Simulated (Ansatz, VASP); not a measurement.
# In: VASP beside Ansatz

Contents of INCAR:

```
ALGO = Normal
EDIFF = 1E-6
ENCUT = 520
GGA = CA
ISIF = 2
ISMEAR = -1
LASPH = T
LCHARG = F
LREAL = F
LWAVE = F
NBANDS = 12
NELM = 60
PREC = Accurate
SIGMA = 0.05
```

Contents of KPOINTS:

```
k-points
0
Gamma
  11 11 11
```

The input POSCAR:

```
In
1.0
   -1.6362350157      1.6362350157      2.4900825966
    1.6362350157     -1.6362350157      2.4900825966
    1.6362350157      1.6362350157     -2.4900825966
In
1
Direct
    0.0000000000      0.0000000000      0.0000000000
```

Contents of input.yaml:

```yaml
crystal:
  lattice:
    - [-1.6362350157, 1.6362350157, 2.4900825966]
    - [1.6362350157, -1.6362350157, 2.4900825966]
    - [1.6362350157, 1.6362350157, -2.4900825966]
  atoms:
    - { symbol: In, position: [0.0, 0.0, 0.0] }
kpoints:
  mp_grid: { grid: [11, 11, 11] }
scf:
  occupations: { method: fermi_dirac, width: 0.05 }
hamiltonian:
  xc: lda
  pseudopotentials: { kind: all_electron, lapw: { basis_error: 0.001 } }
output:
  forces: true
  stress: true
  eigenvalues: true
```

Change from the starting cell: volume scaled by 1.02.

Alike in both runs: task single point; functional LDA; k mesh 11 × 11 × 11; occupations fermi-dirac, width 0.05 eV; no spin polarisation.

|  | VASP | Ansatz |
| --- | --- | --- |
| version | VASP 6.6.1 | Ansatz 0.2.0 |
| potentials or method | VASP PAW LDA potentials, release 64 (In_d) | all-electron LAPW, scalar-relativistic |
| plane-wave cutoff (eV) | 520 | see its input |

```csv
,VASP,Ansatz,Ansatz less VASP
gap on the k mesh at the Fermi level (eV),none,none,-
pressure (GPa),-3.2,-3.2,+0.02
largest component of the traceless stress (GPa),0.02,0.07,+0.048
```

A gap of «none» marks a metal or a gap that the smearing closes. Ansatz ran all-electron here, so the differences hold the error of VASP's frozen core and of both bases.
